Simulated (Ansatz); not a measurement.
# B: from a guess to a relaxed structure, part 2 of 2

Where does this trial cell of B go when cell and atoms are let free?

Ansatz 0.2.0; DFT PBE, scalar-relativistic, plane waves, PAW. Earlier steps stand in the parts before.

## (4) Full relaxation

The end of the coarse run is made exact in the group found at a tolerance of 0.06 Å and reduced to its primitive cell.

The input, input.yaml:

```yaml
crystal:
  lattice:
    - [5.2344923441, 0.0, 0.0]
    - [0.0, 4.5127456868, 0.0]
    - [0.0, 0.0, 3.0358022632]
  atoms:
    - { symbol: B, position: [0.4167582933, 0.0, 0.7484469838] }
    - { symbol: B, position: [0.0832417067, 0.0, 0.7484469838] }
    - { symbol: B, position: [0.5832417067, 0.0, 0.2515530162] }
    - { symbol: B, position: [0.9167582933, 0.0, 0.2515530162] }
    - { symbol: B, position: [0.0, 0.3216598181, 0.0] }
    - { symbol: B, position: [0.5, 0.6783401819, 0.0] }
    - { symbol: B, position: [0.0, 0.6783401819, 0.0] }
    - { symbol: B, position: [0.5, 0.3216598181, 0.0] }
basis:
  ecutwfc: 420
kpoints:
  mp_grid: { grid: [8, 8, 12] }
hamiltonian:
  xc: pbe
scf:
  occupations: { method: gaussian, width: 0.1 }
output:
  forces: true
  stress: true
  eigenvalues: true
relax:
  adjacent_minimum: "off"
  f_tol: 0.01
  max_steps: 80
  cell: { stress_tol: 0.05 }
```

Run with:

```bash
ansatz run input.yaml --threads 1 --pin off --max-ram 2560MiB --backend cpu --events-out ev --progress --plain --runs-dir out
```

What it wrote:

```text
Warning: RAYON_NUM_THREADS=1 ignored (pool sized by the plan → 1); use --threads N
Engine: ansatz 0.2.0, aarch64-unknown-linux-gnu
Pseudopotentials: kind: paw
Pseudopotential: B, paw, valence charge 3, recommended cutoff 420 eV (normal), B.paw.azcp
Functional definition: PBE
  parameter kappa = 0.804
  parameter beta = 0.06672455060314922
  exchange = pbe_x(kappa = kappa, mu = beta*pi^2/3)
  correlation = pbe_c(beta = beta)
Crystal: 8 atoms, lattice volume = 71.712 Å³
Basis set: ecut = 420 eV, 1409 PW (Γ), exchange–correlation on 72×64×48 points (8 copies of the dense FFT grid, shifted against one another)
Bands: 20, of which v1, the nominal top of the filled ones, is band 12 counted from 1 (11 counted from 0)
Symmetry: 8 space group operations
Space group: Pmma (ITA 51), of the structure as read, at distance tolerance 4.2e-5 Å
k-points: 175 of 768
Non-local potential: B, projectors of the file, l = 0: 2, l = 1: 2, l = 2: 1
PAW form: soft (Blöchl's): semilocal exchange-correlation on the pseudo side does not see the compensation charge
PAW one-centre angular grid: B, 110 points (default); XC on 64 Gauss nodes
Initial density: superposition of atomic densities (neutral atoms: chi_scale 0, normalization atom), corrected by the library's trained network
Initial wavefunctions: pseudopotential atomic-orbital guess
Functional: x = pbe(κ = 0.804, μ = 0.2195149727645171), c = pbe(β = 0.06672455060314922)
SCF iter   1: F=—  HF=-1242.467276 eV  |F-HF|=—  |Δ(HF+E_count)|=         —  Δρ=5.10e-3  dr2=3.88e-2  ethr=1.77e-3  ⟨swp⟩=5.6  Hψ=18823  notcnv=0  defer=80
preconditioner: auto → Kerker (q_TF=auto, 2.273 Å⁻¹)  [metal: Δε(μ)=0.009 eV  Ē_g=10.015 eV  σ=0.100 eV  W_gap=0.05  n_scr=10 (ndim 8)  ℏωp=21.5 eV  f_vac=0.000  D(μ)=1.61/eV (n_scr^D=8)]
SCF iter   2: F=—  HF=-1242.462389 eV  |F-HF|=—  |Δ(HF+E_count)|=   4.89e-3  Δρ=2.74e-3  dr2=1.04e-2  ethr=1.62e-4  ⟨swp⟩=1.0  Hψ=4901  notcnv=0  defer=92
SCF iter   3: F=—  HF=-1242.460856 eV  |F-HF|=—  |Δ(HF+E_count)|=   1.53e-3  Δρ=6.21e-4  dr2=4.74e-4  ethr=4.32e-5  ⟨swp⟩=2.3  Hψ=4445  notcnv=0  defer=92
SCF iter   4: F=—  HF=-1242.460841 eV  |F-HF|=—  |Δ(HF+E_count)|=   1.49e-5  Δρ=1.60e-4  dr2=2.69e-5  ethr=1.97e-6  ⟨swp⟩=2.4  Hψ=4817  notcnv=0  defer=92
SCF iter   5: F=—  HF=-1242.460861 eV  |F-HF|=—  |Δ(HF+E_count)|=   1.94e-5  Δρ=3.58e-5  dr2=1.22e-6  ethr=1.12e-7  ⟨swp⟩=2.6  Hψ=5113  notcnv=0  defer=92
SCF iter   6: F=-1242.460862 eV  HF=-1242.460862 eV  |F-HF|=4.39e-8  |Δ(HF+E_count)|=   1.08e-6  Δρ=6.56e-6  dr2=3.49e-8  ethr=4.17e-10  ⟨swp⟩=9.3  Hψ=16995  notcnv=0
SCF 1 converged in 6 iterations: F = -1242.460862 eV  dr2 = 3.49e-8
relax step   1: F+E_penalty+E_count = -1242.46086168 eV  Δ(F+E_penalty+E_count) = +0.000e0 eV  max|allowed force component| = 6.592e-2 eV/Å  Δτ_max = 0.0000 Å  P = -0.046 GPa  Ω = 71.712 Å³  (6 SCF iters, dr2 threshold 1.00e-7 eV, accepted)
Crystal: 8 atoms, lattice volume = 71.764 Å³
Initial density: handed on by an earlier stage of this run
Initial wavefunctions: those handed on with the density
iter 1 solved again at ethr=5.48e-7 eV; its pass at ethr=3.10e-3 eV (dr2=1.31e-4 eV) is discarded
SCF iter   1: F=—  HF=-1242.461673 eV  |F-HF|=—  |Δ(HF+E_count)|=         —  Δρ=4.16e-4  dr2=1.40e-4  ethr=5.48e-7  ⟨swp⟩=2.3  Hψ=19174  notcnv=0
preconditioner: auto → Kerker (q_TF=auto, 2.273 Å⁻¹)  [metal: Δε(μ)=0.019 eV  Ē_g=9.991 eV  σ=0.100 eV  W_gap=0.10  n_scr=10 (ndim 8)  ℏωp=21.5 eV  f_vac=0.000  D(μ)=1.58/eV (n_scr^D=8)]
SCF iter   2: F=—  HF=-1242.461659 eV  |F-HF|=—  |Δ(HF+E_count)|=   1.36e-5  Δρ=2.15e-4  dr2=3.04e-5  ethr=5.48e-7  ⟨swp⟩=1.0  Hψ=3501  notcnv=0
SCF iter   3: F=—  HF=-1242.461653 eV  |F-HF|=—  |Δ(HF+E_count)|=   6.45e-6  Δρ=3.98e-5  dr2=1.15e-6  ethr=1.27e-7  ⟨swp⟩=2.1  Hψ=5289  notcnv=0
SCF iter   4: F=-1242.461653 eV  HF=-1242.461653 eV  |F-HF|=4.88e-9  |Δ(HF+E_count)|=   7.99e-8  Δρ=8.44e-6  dr2=5.79e-8  ethr=3.33e-9  ⟨swp⟩=5.2  Hψ=15036  notcnv=0
SCF 2 converged in 4 iterations: F = -1242.461653 eV  dr2 = 5.79e-8
relax step   2: F+E_penalty+E_count = -1242.46165260 eV  Δ(F+E_penalty+E_count) = -7.909e-4 eV  max|allowed force component| = 4.298e-2 eV/Å  Δτ_max = 0.0013 Å  P = -0.035 GPa  Ω = 71.764 Å³  energy of the carried Pulay correction = -9.207e-5 eV  (4 SCF iters, dr2 threshold 8.00e-7 eV, accepted)
Crystal: 8 atoms, lattice volume = 71.783 Å³
iter 1 solved again at ethr=2.78e-7 eV; its pass at ethr=3.10e-3 eV (dr2=6.68e-5 eV) is discarded
SCF iter   1: F=—  HF=-1242.461833 eV  |F-HF|=—  |Δ(HF+E_count)|=         —  Δρ=3.02e-4  dr2=7.00e-5  ethr=2.78e-7  ⟨swp⟩=2.2  Hψ=19033  notcnv=0
preconditioner: auto → Kerker (q_TF=auto, 2.273 Å⁻¹)  [metal: Δε(μ)=0.004 eV  Ē_g=9.991 eV  σ=0.100 eV  W_gap=0.02  n_scr=10 (ndim 8)  ℏωp=21.5 eV  f_vac=0.000  D(μ)=1.60/eV (n_scr^D=8)]
SCF iter   2: F=—  HF=-1242.461829 eV  |F-HF|=—  |Δ(HF+E_count)|=   4.42e-6  Δρ=1.68e-4  dr2=2.23e-5  ethr=2.78e-7  ⟨swp⟩=1.0  Hψ=3500  notcnv=0
SCF iter   3: F=—  HF=-1242.461822 eV  |F-HF|=—  |Δ(HF+E_count)|=   7.29e-6  Δρ=1.61e-5  dr2=1.93e-7  ethr=9.27e-8  ⟨swp⟩=2.4  Hψ=5332  notcnv=0
SCF iter   4: F=-1242.461822 eV  HF=-1242.461822 eV  |F-HF|=4.85e-9  |Δ(HF+E_count)|=   3.18e-8  Δρ=5.48e-6  dr2=2.36e-8  ethr=4.81e-10  ⟨swp⟩=5.0  Hψ=14697  notcnv=0
SCF 3 converged in 4 iterations: F = -1242.461822 eV  dr2 = 2.36e-8
relax step   3: F+E_penalty+E_count = -1242.46182157 eV  Δ(F+E_penalty+E_count) = -1.690e-4 eV  max|allowed force component| = 7.843e-3 eV/Å  Δτ_max = 0.0014 Å  P = -0.036 GPa  Ω = 71.783 Å³  energy of the carried Pulay correction = -1.257e-4 eV  (4 SCF iters, dr2 threshold 1.15e-7 eV, accepted)
Initial wavefunctions: pseudopotential atomic-orbital guess (no wavefunctions were taken with the density)
iter 1 solved again at ethr=3.41e-8 eV; its pass at ethr=3.10e-3 eV (dr2=8.17e-6 eV) is discarded
SCF iter   1: F=—  HF=-1242.461922 eV  |F-HF|=—  |Δ(HF+E_count)|=         —  Δρ=1.42e-5  dr2=3.51e-8  ethr=3.41e-8  ⟨swp⟩=3.2  Hψ=28190  notcnv=0
SCF iter   2: F=—  HF=-1242.461934 eV  |F-HF|=—  |Δ(HF+E_count)|=   1.13e-5  Δρ=7.93e-6  dr2=1.40e-8  ethr=1.46e-10  ⟨swp⟩=2.4  Hψ=5610  notcnv=0
SCF iter   3: F=—  HF=-1242.461934 eV  |F-HF|=—  |Δ(HF+E_count)|=   4.20e-8  Δρ=9.72e-7  dr2=4.72e-10  ethr=5.85e-11  ⟨swp⟩=2.0  Hψ=5523  notcnv=0
SCF iter   4: F=-1242.461934 eV  HF=-1242.461934 eV  |F-HF|=3.14e-11  |Δ(HF+E_count)|=  6.45e-10  Δρ=2.68e-7  dr2=7.28e-11  ethr=1.00e-12  ⟨swp⟩=5.3  Hψ=13629  notcnv=0
SCF 4 converged in 4 iterations: F = -1242.461934 eV  dr2 = 7.28e-11
relax step   4: F+E_penalty+E_count = -1242.46193378 eV  Δ(F+E_penalty+E_count) = -1.122e-4 eV  max|allowed force component| = 7.808e-3 eV/Å  Δτ_max = 0.0000 Å  P = -0.034 GPa  Ω = 71.783 Å³  stress off target by 5.34e-2 GPa  SCF on the basis re-selected at this cell (its energy is not comparable with the rows above)  (4 SCF iters)
basis re-selected at this cell: Δ(F+E_penalty+E_count) = -1.122e-4 eV, ΔP = +0.002 GPa vs the last step (what re-selecting the basis moved, of the pressure what is left beyond the Pulay correction that the steps carried, after the strain that the cell walked since its last selection, with what the two solves' SCF thresholds leave and, on support functions, any second-order correction that the steps lacked; it is no measure of the basis error at this ecutwfc). This SCF's stress stands 5.34e-2 GPa from its target on what of the cell is left free (relax.cell.stress_tol is 5.00e-2 GPa) and its largest allowed force component is 7.81e-3 eV/Å (relax.f_tol is 1.00e-2 eV/Å): not within both, so this SCF does not close the relaxation
Crystal: 8 atoms, lattice volume = 71.766 Å³
iter 1 solved again at ethr=5.10e-8 eV; its pass at ethr=3.10e-3 eV (dr2=1.22e-5 eV) is discarded
SCF iter   1: F=—  HF=-1242.461961 eV  |F-HF|=—  |Δ(HF+E_count)|=         —  Δρ=1.06e-4  dr2=1.26e-5  ethr=5.10e-8  ⟨swp⟩=1.4  Hψ=17130  notcnv=0
preconditioner: auto → Kerker (q_TF=auto, 2.273 Å⁻¹)  [metal: Δε(μ)=0.009 eV  Ē_g=9.992 eV  σ=0.100 eV  W_gap=0.05  n_scr=10 (ndim 8)  ℏωp=21.5 eV  f_vac=0.000  D(μ)=1.60/eV (n_scr^D=8)]
SCF iter   2: F=—  HF=-1242.461970 eV  |F-HF|=—  |Δ(HF+E_count)|=   9.33e-6  Δρ=5.25e-5  dr2=2.94e-6  ethr=5.10e-8  ⟨swp⟩=1.0  Hψ=3500  notcnv=0
SCF iter   3: F=—  HF=-1242.461968 eV  |F-HF|=—  |Δ(HF+E_count)|=   2.21e-6  Δρ=6.58e-6  dr2=5.62e-8  ethr=1.22e-8  ⟨swp⟩=2.5  Hψ=5376  notcnv=0
SCF iter   4: F=-1242.461968 eV  HF=-1242.461968 eV  |F-HF|=6.60e-10  |Δ(HF+E_count)|=   1.06e-8  Δρ=2.16e-6  dr2=4.89e-9  ethr=2.97e-11  ⟨swp⟩=4.4  Hψ=11377  notcnv=0
SCF 5 converged in 4 iterations: F = -1242.461968 eV  dr2 = 4.89e-9
relax step   5: F+E_penalty+E_count = -1242.46196771 eV  Δ(F+E_penalty+E_count) = -3.393e-5 eV  max|allowed force component| = 2.445e-3 eV/Å  Δτ_max = 0.0003 Å  P = -0.014 GPa  Ω = 71.766 Å³  energy of the carried Pulay correction = +2.688e-5 eV  (4 SCF iters, dr2 threshold 7.13e-9 eV, accepted)
Crystal: 8 atoms, lattice volume = 71.763 Å³
iter 1 solved again at ethr=1.30e-9 eV; its pass at ethr=3.10e-3 eV (dr2=3.11e-7 eV) is discarded
SCF iter   1: F=—  HF=-1242.461964 eV  |F-HF|=—  |Δ(HF+E_count)|=         —  Δρ=2.43e-5  dr2=3.61e-7  ethr=1.30e-9  ⟨swp⟩=2.3  Hψ=19073  notcnv=0
preconditioner: auto → Kerker (q_TF=auto, 2.273 Å⁻¹)  [metal: Δε(μ)=0.008 eV  Ē_g=9.992 eV  σ=0.100 eV  W_gap=0.04  n_scr=10 (ndim 8)  ℏωp=21.5 eV  f_vac=0.000  D(μ)=1.60/eV (n_scr^D=8)]
SCF iter   2: F=—  HF=-1242.461975 eV  |F-HF|=—  |Δ(HF+E_count)|=   1.13e-5  Δρ=1.35e-5  dr2=1.23e-7  ethr=1.30e-9  ⟨swp⟩=1.0  Hψ=3500  notcnv=0
SCF iter   3: F=-1242.461975 eV  HF=-1242.461975 eV  |F-HF|=5.86e-10  |Δ(HF+E_count)|=   3.84e-8  Δρ=1.88e-6  dr2=4.30e-9  ethr=2.92e-11  ⟨swp⟩=3.0  Hψ=13696  notcnv=0
SCF 6 converged in 3 iterations: F = -1242.461975 eV  dr2 = 4.30e-9
relax step   6: F+E_penalty+E_count = -1242.46197546 eV  Δ(F+E_penalty+E_count) = -7.748e-6 eV  max|allowed force component| = 1.055e-3 eV/Å  Δτ_max = 0.0001 Å  P = +0.000 GPa  Ω = 71.763 Å³  energy of the carried Pulay correction = +3.318e-5 eV  (3 SCF iters, dr2 threshold 7.00e-9 eV, accepted)
iter 1 solved again at ethr=3.29e-8 eV; its pass at ethr=3.10e-3 eV (dr2=7.90e-6 eV) is discarded
SCF iter   1: F=—  HF=-1242.461919 eV  |F-HF|=—  |Δ(HF+E_count)|=         —  Δρ=2.33e-6  dr2=4.28e-9  ethr=3.29e-8  ⟨swp⟩=3.2  Hψ=28167  notcnv=0
SCF iter   2: F=—  HF=-1242.461931 eV  |F-HF|=—  |Δ(HF+E_count)|=   1.13e-5  Δρ=1.48e-6  dr2=2.48e-9  ethr=1.78e-11  ⟨swp⟩=2.2  Hψ=5687  notcnv=0
SCF iter   3: F=—  HF=-1242.461931 eV  |F-HF|=—  |Δ(HF+E_count)|=  9.76e-10  Δρ=5.89e-7  dr2=3.35e-10  ethr=1.03e-11  ⟨swp⟩=2.5  Hψ=5092  notcnv=0
SCF iter   4: F=-1242.461931 eV  HF=-1242.461931 eV  |F-HF|=1.80e-11  |Δ(HF+E_count)|=  1.52e-10  Δρ=2.51e-7  dr2=2.83e-11  ethr=1.00e-12  ⟨swp⟩=3.7  Hψ=14550  notcnv=0
SCF 7 converged in 4 iterations: F = -1242.461931 eV  dr2 = 2.83e-11
relax step   7: F+E_penalty+E_count = -1242.46193067 eV  Δ(F+E_penalty+E_count) = +4.478e-5 eV  max|allowed force component| = 1.040e-3 eV/Å  Δτ_max = 0.0000 Å  P = +0.000 GPa  Ω = 71.763 Å³  stress off target by 2.18e-3 GPa  SCF on the basis re-selected at this cell (its energy is not comparable with the rows above)  (4 SCF iters)
basis re-selected at this cell: Δ(F+E_penalty+E_count) = +4.478e-5 eV, ΔP = -0.000 GPa vs the last step (what re-selecting the basis moved, of the pressure what is left beyond the Pulay correction that the steps carried, after the strain that the cell walked since its last selection, with what the two solves' SCF thresholds leave and, on support functions, any second-order correction that the steps lacked; it is no measure of the basis error at this ecutwfc). This SCF's stress stands 2.18e-3 GPa from its target on what of the cell is left free (relax.cell.stress_tol is 5.00e-2 GPa) and its largest allowed force component is 1.04e-3 eV/Å (relax.f_tol is 1.00e-2 eV/Å): within both
SCF converged after 4 iterations
Free energy (F): -1242.461931 eV
Harris-Foulkes:  -1242.461931 eV  (|F-HF|=1.80e-11)
Internal energy: -1242.453931 eV  (E = F + TS)
E sigma→0 (E₀):  -1242.457931 eV
Entropy (-TS):   -0.008000 eV (-1.000 meV/atom)
Fermi energy:    6.586825 eV
--- Per-component energies (eV) ---
  E_band       = 17.433718
  E_kinetic    = 376.751749
  E_local      = -308.326396  (includes V_loc(G=0)·N_el)
  E_nonlocal   = 98.788808
  E_hartree    = 84.847040
  E_xc         = -251.685787
  E_vxc        = -297.772052  (∫ρ·V_xc dr)
  E_paw        = -629.086410  (= ΣΔE_a)
  E_vpaw       = -21.702472  (= ΣTr[D̂ρ^β])
  E_aug_tail   = -0.000021  (compensation charges beyond the density's cutoff)
  E_ewald      = -613.742915
  E_smearing   = -0.008000  (= −TS)
  E_closure    = -0.000000  (closes the sum)
  Σ components = -1242.461931   (vs F -1242.461931, Δ=0.00e0)
--- Forces (eV/Å), atoms counted from 1 ---
  atom   1  B      0.00013439     0.00000000    -0.00006110
  atom   2  B     -0.00013439    -0.00000000    -0.00006110
  atom   3  B     -0.00013439    -0.00000000     0.00006110
  atom   4  B      0.00013439     0.00000000     0.00006110
  atom   5  B      0.00000000    -0.00104027     0.00000000
  atom   6  B      0.00000000     0.00104027     0.00000000
  atom   7  B      0.00000000     0.00104027     0.00000000
  atom   8  B     -0.00000000    -0.00104027     0.00000000
  max |Σ_I F_I| component: 3.47e-18 eV/Å
--- Stress (GPa, compression-positive) ---
        0.002182       0.000000       0.000000
        0.000000      -0.000774       0.000000
        0.000000       0.000000      -0.000437
  P = ⅓ Tr σ = 0.0003 GPa (0.003 kbar)
--- Band table (eV; the first three rows and the last of 175) ---
  k-point 0: bands = ["-7.4295", "-4.4483", "-1.6334", "-1.6175", "-1.1828", "0.9691", "1.0198", "3.6934", "4.9998", "5.7985", "6.1910", "6.5901", "6.8590", "7.9813", "9.4445", "10.0794", "10.4397", "13.8323", "14.6736", "14.6921"]
  k-point 1: bands = ["-7.3502", "-4.3783", "-1.5510", "-1.5439", "-1.1272", "1.0127", "1.0985", "2.9969", "4.9967", "5.3908", "5.7593", "6.6488", "7.1689", "8.4890", "9.5709", "9.8068", "10.0388", "13.6432", "14.5155", "14.6305"]
  k-point 2: bands = ["-7.1156", "-4.1720", "-1.3365", "-1.3082", "-0.9682", "1.1354", "1.3304", "1.6908", "4.0666", "4.9381", "5.4576", "6.6426", "7.5516", "8.8485", "9.0780", "9.1931", "9.9338", "13.4445", "14.5537", "14.5838"]
  k-point 174: bands = ["-4.2083", "-4.2083", "-1.5018", "-1.5018", "-1.0589", "-1.0589", "2.1099", "2.1099", "3.7178", "3.7178", "3.9346", "3.9346", "7.2215", "7.2215", "9.8402", "9.8402", "12.6833", "12.6833", "13.4741", "13.4741"]
--- Relaxed structure (5 steps of the walk, 5 accepted, 2 SCFs on fresh bases) ---
  F+E_penalty+E_count = -1242.46193067 eV   max|allowed force component| = 1.040e-3 eV/Å   (the final SCF, on the basis selected at the relaxed cell)
  cell:  # Å, volume = 71.7631 Å³
    - [5.254324809213292, -5.823674128576047e-33, -4.009125806691327e-19]
    - [-5.020689415026534e-33, 4.509810993228308, 9.204588665580922e-33]
    - [-2.3251372620929294e-19, 6.192086379813329e-33, 3.0284887986072633]
  atoms:
    - { symbol: B, position: [0.4163497173511545, 3.0031666077952435e-21, 0.7491409315608116] }
    - { symbol: B, position: [0.08365028264884557, 3.0031666077951152e-21, 0.7491409315608116] }
    - { symbol: B, position: [0.5836502826488454, 3.003166607794731e-21, 0.2508590684391882] }
    - { symbol: B, position: [0.9163497173511544, 3.0031666077948587e-21, 0.2508590684391882] }
    - { symbol: B, position: [8.738343397972183e-35, 0.32178393876741246, 2.4553278802752903e-20] }
    - { symbol: B, position: [0.5, 0.6782160612325879, 2.4553278802753273e-20] }
    - { symbol: B, position: [-7.818505805730947e-35, 0.6782160612325879, 2.4553278802753252e-20] }
    - { symbol: B, position: [0.5, 0.32178393876741246, 2.4553278802752972e-20] }
```

Run time: 97 s. Hardware: 1 thread of Arm Neoverse V1, shared host; peak memory 0.47 GiB.

Relaxation path:

| step | E - E(step 1) (eV/cell) | largest force component (eV/Å) | pressure (GPa) | volume (Å³) |
| --- | --- | --- | --- | --- |
| 1 | 0.0000 | 0.0659 | -0.05 | 71.71 |
| 2 | -0.0008 | 0.0430 | -0.04 | 71.76 |
| 3 | -0.0010 | 0.0078 | -0.04 | 71.78 |
| 4 | -0.0011 | 0.0078 | -0.03 | 71.78 |
| 5 | -0.0011 | 0.0024 | -0.01 | 71.77 |
| 6 | -0.0011 | 0.0011 | 0.00 | 71.76 |
| 7 | -0.0011 | 0.0010 | 0.00 | 71.76 |

Step 1 is the start. Steps 4, 7 each repeat the geometry before them on a plane-wave basis chosen anew, so the energy can jump there without any move.

|  | before | after | change |
| --- | --- | --- | --- |
| a (Å) | 5.234 | 5.254 | +0.4 % |
| b (Å) | 4.513 | 4.510 | -0.1 % |
| c (Å) | 3.036 | 3.028 | -0.2 % |
| volume (Å³/atom) | 8.96 | 8.97 | +0.1 % |
| shortest distance (Å) | 1.610 | 1.607 | -0.1 % |
| space group (0.01 Å) | Pmma | Pmma | same |

Forces and stress were held to the start's 8 operations: a distortion of lower symmetry was not tested.

## (5) Changing settings: f_tol 0.005, max_displacement 0.05

input.yaml: that of step 4 with these lines changed.

```diff
@@ -24,8 +24,9 @@
   forces: true
+  eigenvalues: true
   stress: true
-  eigenvalues: true
 relax:
   adjacent_minimum: "off"
-  f_tol: 0.01
+  f_tol: 0.005
   max_steps: 80
   cell: { stress_tol: 0.05 }
+  max_displacement: 0.05
```

Run with:

```bash
ansatz run input.yaml --threads 1 --pin off --max-ram 2560MiB --backend cpu --events-out ev --progress --plain --runs-dir out
```

What it wrote (excerpt; [...] marks lines left out):

```text
Warning: RAYON_NUM_THREADS=1 ignored (pool sized by the plan → 1); use --threads N
[...]
[... 3 set-up lines as earlier in the session ...]
[...]
Crystal: 8 atoms, lattice volume = 71.712 Å³
Basis set: ecut = 420 eV, 1409 PW (Γ), exchange–correlation on 72×64×48 points (8 copies of the dense FFT grid, shifted against one another)
Bands: 20, of which v1, the nominal top of the filled ones, is band 12 counted from 1 (11 counted from 0)
[... 2 set-up lines as earlier in the session ...]
k-points: 175 of 768
[...]
SCF iter   1: F=—  HF=-1242.467276 eV  |F-HF|=—  |Δ(HF+E_count)|=         —  Δρ=5.10e-3  dr2=3.88e-2  ethr=1.77e-3  ⟨swp⟩=5.6  Hψ=18823  notcnv=0  defer=80
[...]
  cell:  # Å, volume = 71.7670 Å³
    - [5.25444667021863, -5.82366869039869e-33, -4.3358279217402114e-19]
    - [-5.0206847266805024e-33, 4.509547359570801, 9.204588665580922e-33]
    - [-2.5146118004166936e-19, 6.192086379813329e-33, 3.0287594509410627]
  atoms:
    - { symbol: B, position: [0.4163546080790708, 3.0031666077952424e-21, 0.7491396125896452] }
    - { symbol: B, position: [0.0836453919209292, 3.003166607795114e-21, 0.7491396125896452] }
    - { symbol: B, position: [0.5836453919209291, 3.0031666077947304e-21, 0.25086038741035477] }
    - { symbol: B, position: [0.9163546080790708, 3.003166607794858e-21, 0.25086038741035477] }
    - { symbol: B, position: [8.738353665623898e-35, 0.32177901810301984, 2.1205104420559298e-20] }
    - { symbol: B, position: [0.5, 0.6782209818969801, 2.1205104420559678e-20] }
    - { symbol: B, position: [-7.818523639796402e-35, 0.6782209818969801, 2.120510442055965e-20] }
    - { symbol: B, position: [0.5, 0.32177901810301984, 2.1205104420559377e-20] }
```

It took 73 s on 1 thread of Arm Neoverse V1, shared host; peak memory 0.47 GiB.

```csv
run,ending,energy change,pressure (GPa),gap (eV),force (eV/Å),cycles,time
step 4,converged,0,0.0,0.00,0.00,-,97 s
variant,converged,0.0 meV/atom,0.0,0.00,0.00,-,73 s
```

Same state: the changed convergence setting and walk settings leaves the energy within 0.5 meV/atom.

## (6) What came out

What follows sums up all 2 parts. Changes of volume or cell count from the first structure of part 1.

```
                              quantity                                                                      value
symmetry at the end (tolerance 0.05 Å)                                                  space group Pmma (No. 51)
                     conventional cell  a = 5.254 Å, b = 4.510 Å, c = 3.028 Å, α = 90.00°, β = 90.00°, γ = 90.00°
                                volume                                                               8.97 Å³/atom
        energy over the standard state                                                              +0.61 eV/atom
                       gap on the mesh                                                               none (metal)
```

In words: The space group Pmma (No. 51) is kept, and the volume per atom grows by 22.0 % from the first guess. It lies above the element's standard state, so it is metastable at best. No finished test with a distortion of lower symmetry is shown, so the end may be a saddle point.
